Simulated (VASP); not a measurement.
# BN (R3m) in VASP: notebook, part 2 of 2

VASP 6.6.1. Earlier steps stand in the parts before.

## 4. Single point, PBE

Input file INCAR:

```
SYSTEM = BN
PREC = Accurate
ENCUT = 520
EDIFF = 1E-7
ISMEAR = 0
SIGMA = 0.019000000000000003
LREAL = .FALSE.
LASPH = .TRUE.
NELM = 80
ALGO = Normal
ISIF = 2
LWAVE = .FALSE.
LCHARG = .TRUE.
GGA = PE
LELF = .TRUE.
LVHAR = .TRUE.
NBANDS = 11
```

Input file KPOINTS:

```
regular mesh
0
G
  12 12 12
  0 0 0
```

Input file POSCAR:

```
BN
1.0
    1.2511217832      0.7223354983      3.3729344033
   -1.2511217832      0.7223354983      3.3729344033
    0.0000000000     -1.4446709966      3.3729344033
N B
1 1
Direct
    0.6672382000      0.6672382000      0.6672382000
    0.0003288000      0.0003288000      0.0003288000
```

Potentials or basis: VASP PAW PBE potentials, release 64 (N, B).

Launch:

```sh
cat potpaw_PBE.64/N/POTCAR potpaw_PBE.64/B/POTCAR > POTCAR
mpirun -np 1 vasp_std > vasp.out
```

OUTCAR:

```text
SYSTEM = BN
   PREC = Accurate
   ENCUT = 520
   EDIFF = 1E-7
   ISMEAR = 0
   LREAL = .FALSE.
   LASPH = .TRUE.
   NELM = 80
   ISIF = 2
   GGA = PE

 ion  position               nearest neighbor table
   1  0.667  0.667  0.667-   2 1.44   2 1.44   2 1.44
   2  0.000  0.000  0.000-   1 1.44   1 1.44   1 1.44

  LATTYP: Found a trigonal (rhomboedric) cell.
 ALAT       =     3.6692997666
 COS(alpha) =     0.7674786797

  Lattice vectors:

 A1 = (   1.2511217832,   0.7223354983,   3.3729344033)
 A2 = (  -1.2511217832,   0.7223354983,   3.3729344033)
 A3 = (   0.0000000000,  -1.4446709966,   3.3729344033)

Analysis of symmetry for initial positions (statically):
=====================================================================
 Subroutine PRICEL returns:
 Original cell was already a primitive cell.

 Routine SETGRP: Setting up the symmetry group for a
 trigonal (rhombohedral) supercell.

 Subroutine GETGRP returns: Found  6 space group operations
 (whereof  6 operations were pure point group operations)
 out of a pool of 12 trial point group operations.

The static configuration has the point symmetry C_3v.

[... 171 lines left out ...]
      2      -2.0453      2.00000
      3       0.8470      2.00000
      4       0.8470      2.00000
      5       7.3037      0.00000
      6      13.8150      0.00000
      7      13.8150      0.00000
      8      15.2774      0.00000
      9      16.8769      0.00000
     10      28.0521      0.00000
     11      30.0612      0.00000
[... 309 lines left out ...]
 k-point    24 :      -0.4167    0.1667    0.0000
  band No.  band energies     occupation
      1     -12.1993      2.00000
      2      -6.4610      2.00000
      3      -3.2793      2.00000
      4       1.8140      2.00000
      5       7.3108      0.00000
      6      13.6641      0.00000
      7      15.7181      0.00000
      8      16.5483      0.00000
      9      19.8665      0.00000
     10      23.0857      0.00000
     11      25.2839      0.00000

 [... further k-points ...]

------------------------ aborting loop because EDIFF is reached ----------------------------------------

  FORCE on cell =-STRESS in cart. coord.  units (eV):
  Direction    XX          YY          ZZ          XY          YZ          ZX
  --------------------------------------------------------------------------------------
  -------------------------------------------------------------------------------------
  Total        0.4942416      0.4942416      0.2535747      0.0000000      0.0000000      0.0000000
  in kB       43.2964366     43.2964366     22.2135895      0.0000000      0.0000000      0.0000000
  external PRESSURE =      36.2688209 kB  Pullay stress =       0.0000000 kB

 VOLUME and BASIS-vectors are now :
 -----------------------------------------------------------------------------
  energy-cutoff  :      520.00
  volume of cell :       18.29
      direct lattice vectors                 reciprocal lattice vectors
     1.251121783  0.722335498  3.372934403     0.399641351  0.230733042  0.098825916
    -1.251121783  0.722335498  3.372934403    -0.399641351  0.230733042  0.098825916
     0.000000000 -1.444670997  3.372934403     0.000000000 -0.461466083  0.098825916

 POSITION                                       TOTAL-FORCE (eV/Angst)
 -----------------------------------------------------------------------------------
      0.00000      0.00000      6.75165         0.000000     -0.000000     -0.002983
      0.00000      0.00000      0.00333         0.000000      0.000000      0.002983
 -----------------------------------------------------------------------------------
    total drift:                               -0.000000      0.000000      0.000076

  FREE ENERGIE OF THE ION-ELECTRON SYSTEM (eV)
  ---------------------------------------------------
  free  energy   TOTEN  =       -17.5809746862 eV

  energy  without entropy=      -17.5809746862  energy(sigma->0) =      -17.58097469
```

stdout:

```text
POSCAR found type information on POSCAR N B
 POSCAR found :  2 types and       2 ions
 scaLAPACK will be used
 LDA part: xc-table for (Slater+PW92), standard interpolation
 POSCAR, INCAR and KPOINTS ok, starting setup
 FFT: planning ... GRIDC
 FFT: planning ... GRID_SOFT
 FFT: planning ... GRID
 WAVECAR not read
 entering main loop
```

It took 27 s on 1 thread of Intel Xeon 6975P-C (Granite Rapids), shared host; peak memory 0.17 GiB.

What came out:

| Item | Value |
| --- | --- |
| Free energy | -17.5810 eV |
| Pressure | 3.6 GPa |
| Band gap on the k mesh | 4.28 eV, indirect (least direct gap 4.70 eV) |

Forces on the atoms (eV/Å):
```
N    0.000  0.000 -0.003
B    0.000  0.000  0.003
```

Stress tensor (GPa, compression positive):
```
4.33 0.00 0.00
0.00 4.33 0.00
0.00 0.00 2.22
```

## 5. Relaxation of cell and atoms, HSEsol

POSCAR is that of step 4.

Input file INCAR.step1:

```
SYSTEM = BN
ALGO     = Normal         ! electronic algorithm
EDIFF    = 1E-5           ! SCF threshold, eV
ENCUT    = 600            ! plane-wave cutoff, eV
GGA      = PE             ! functional
ISMEAR   = -1             ! smearing method
LASPH    = .TRUE.         ! aspherical terms in the spheres
LCHARG   = .FALSE.        ! write CHGCAR
LREAL    = .FALSE.        ! projectors in reciprocal space
LWAVE    = .TRUE.         ! write WAVECAR
NELM     = 100            ! most SCF steps
PREC     = Accurate       ! precision mode
SIGMA    = 0.05           ! smearing width, eV
```

Input file INCAR.step2:

```
SYSTEM = BN
ALGO     = Normal         ! electronic algorithm
EDIFF    = 1E-6           ! SCF threshold, eV
EDIFFG   = -0.01          ! ionic threshold
ENCUT    = 600            ! plane-wave cutoff, eV
GGA      = PS             ! functional
HFSCREEN = 0.2            ! screening, 1/A
IBRION   = 2              ! ionic algorithm
ISIF     = 3              ! what is computed and relaxed
ISMEAR   = -1             ! smearing method
ISTART   = 1            
LASPH    = .TRUE.         ! aspherical terms in the spheres
LCHARG   = .FALSE.        ! write CHGCAR
LHFCALC  = .TRUE.         ! exact exchange
LREAL    = .FALSE.        ! projectors in reciprocal space
LWAVE    = .FALSE.        ! write WAVECAR
NELM     = 100            ! most SCF steps
NSW      = 60             ! ionic steps
PREC     = Accurate       ! precision mode
PRECFOCK = Fast         
SIGMA    = 0.05           ! smearing width, eV
```

Input file KPOINTS:

```
k-points
0
G
  6 6 6
  0 0 0
```

Launch:

```sh
cat potpaw_PBE.64/N/POTCAR potpaw_PBE.64/B/POTCAR > POTCAR
cp INCAR.step1 INCAR
mpirun -np 1 vasp_std > vasp.out
cp INCAR.step2 INCAR
mpirun -np 1 vasp_std > vasp.out
```

It took 30 min on 1 thread of Intel Xeon 6975P-C (Granite Rapids), shared host; peak memory 0.28 GiB.

The run converged. Its results:

```
Free energy                            : -20.9429 eV
Relaxed volume                         : 9.34 Å³/atom
Relaxed cell                           : a = 3.762 Å, b = 3.762 Å, c = 3.762 Å, α = 38.67°, β = 38.67°, γ = 38.67°
Space group after relaxing (to 0.05 Å) : R3m (No. 160)
Energy gained by relaxing              : 1.6 meV/atom
Ionic steps                            : 22
Pressure after relaxing                : 0.0 GPa
Largest force after relaxing           : 0.005 eV/Å
Band gap on the k mesh                 : 5.57 eV, indirect (least direct gap 6.09 eV)
```

Forces in eV/Å, atoms in the order of the input:
```
N    0.000  0.000 -0.005
B    0.000  0.000  0.005
```

Stress tensor (GPa, compression positive):
```
 0.11  0.00  0.00
 0.00  0.11  0.00
 0.00  0.00 -0.10
```

The path:
| step | energy change (eV) | largest force (eV/Å) | pressure (GPa) | volume (Å³) |
| --- | --- | --- | --- | --- |
| 1 | 0.0000 | 0.0057 | -3.21 | 18.29 |
| 2 | 0.0087 | 0.0006 | 7.43 | 17.81 |
| 3 | -0.0026 | 0.0041 | 0.10 | 18.13 |
| 4 | -0.0026 | 0.0041 | 0.15 | 18.13 |
| 5 | -0.0026 | 0.0003 | 0.17 | 18.14 |
| 6 | -0.0027 | 0.0136 | 0.17 | 18.19 |
| 7 | -0.0029 | 0.0406 | 0.15 | 18.29 |
| 8 | -0.0028 | 0.0957 | 0.10 | 18.48 |
| 9 | -0.0028 | 0.0782 | 0.07 | 18.42 |
| 10 | -0.0029 | 0.0590 | 0.10 | 18.35 |
| 11 | -0.0029 | 0.0574 | 0.11 | 18.36 |
| 12 | -0.0029 | 0.0522 | 0.09 | 18.38 |
| 13 | -0.0030 | 0.0419 | 0.04 | 18.42 |
| 14 | -0.0031 | 0.0213 | -0.07 | 18.51 |
| 15 | -0.0031 | 0.0205 | -0.28 | 18.69 |
| 16 | -0.0031 | 0.0240 | 0.07 | 18.74 |
| 17 | -0.0032 | 0.0239 | 0.02 | 18.74 |
| 18 | -0.0032 | 0.0224 | -0.12 | 18.72 |
| 19 | -0.0032 | 0.0215 | -0.21 | 18.71 |
| 20 | -0.0032 | 0.0212 | -0.24 | 18.70 |
| 21 | -0.0032 | 0.0102 | -0.03 | 18.68 |
| 22 | -0.0032 | 0.0052 | 0.04 | 18.67 |

Final structure:
```yaml
crystal:
  lattice:
    - [1.24537, 0.71901, 3.47579]
    - [-1.24537, 0.71901, 3.47579]
    - [0.00000, -1.43803, 3.47579]
  atoms:
    - { symbol: N, position: [0.66720, 0.66720, 0.66720] }
    - { symbol: B, position: [0.00037, 0.00037, 0.00037] }
```

Levels at points of the mesh, in eV from the valence-band top:
| k point | band 1 | band 2 | band 3 | band 4 | band 5 | band 6 | band 7 | band 8 |
| --- | --- | --- | --- | --- | --- | --- | --- | --- |
| (0.00, 0.00, 0.00) | -19.62 | -4.87 | -1.53 | -1.53 | 5.98 | 13.52 | 13.52 | 15.47 |
| (0.50, 0.00, 0.00) | -16.13 | -9.92 | -4.60 | -0.73 | 6.61 | 11.54 | 14.30 | 16.13 |
| (0.50, 0.50, 0.00) | -16.07 | -9.82 | -4.65 | -1.26 | 5.57 | 11.61 | 15.56 | 18.71 |
| (0.50, 0.50, 0.50) | -19.40 | -6.72 | -1.55 | -1.55 | 11.28 | 13.46 | 13.46 | 14.05 |

Caveat: the k mesh is coarse (spacing up to 0.49 Å⁻¹), so the values aren't converged, least of all with exact exchange; the PAW data sets were made with another functional, which shifts forces and pressure a little. A k mesh can miss the band edges.

## 6. For comparison

An earlier run on the cell as given: functional PBEsol; potentials or basis VASP PAW PBE potentials, release 64 (N, B); cutoff 520 eV; k mesh 12 × 12 × 12; occupations fermi-dirac, width 0.05 eV; no spin polarisation.

- Pressure: 1.0 GPa
- Band gap on the k mesh: 4.18 eV, indirect (least direct gap 4.63 eV)

## 7. The runs side by side

| task | level | cell | k mesh | cutoff (eV) | smearing | grid for exact exchange (PRECFOCK) | ladder | mesh quality | gap on the mesh (eV) | pressure (GPa) | relaxed volume (Å³/atom) |
| --- | --- | --- | --- | --- | --- | --- | --- | --- | --- | --- | --- |
| relaxation of cell and atoms | revPBE+D4 | relaxed | 12 × 12 × 12 | 600 | fermi-dirac 0.05 eV | - | - | not flagged | 4.02 | 0.0 | 8.23 |
| single point | PBE | as given | 12 × 12 × 12 | 520 | gaussian 0.025 eV | - | - | not flagged | 4.28 | 3.6 | - |
| single point | PBE | as given | 12 × 12 × 12 | 520 | gaussian 0.019 eV | - | - | not flagged | 4.28 | 3.6 | - |
| relaxation of cell and atoms | HSEsol | relaxed | 6 × 6 × 6 | 600 | fermi-dirac 0.05 eV | Fast | - | coarse | 5.57 | 0.0 | 9.34 |
| single point | PBEsol | as given | 12 × 12 × 12 | 520 | fermi-dirac 0.05 eV | - | free | not flagged | 4.18 | 1.0 | - |

Alike in all rows: potentials or basis VASP PAW PBE potentials, release 64 (N, B); no spin polarisation.

Caveats: some runs use coarse meshes; the PAW data sets were made with another functional, which shifts forces and pressure a little (some runs).

Absolute energies hang on the potentials; compare differences alone.
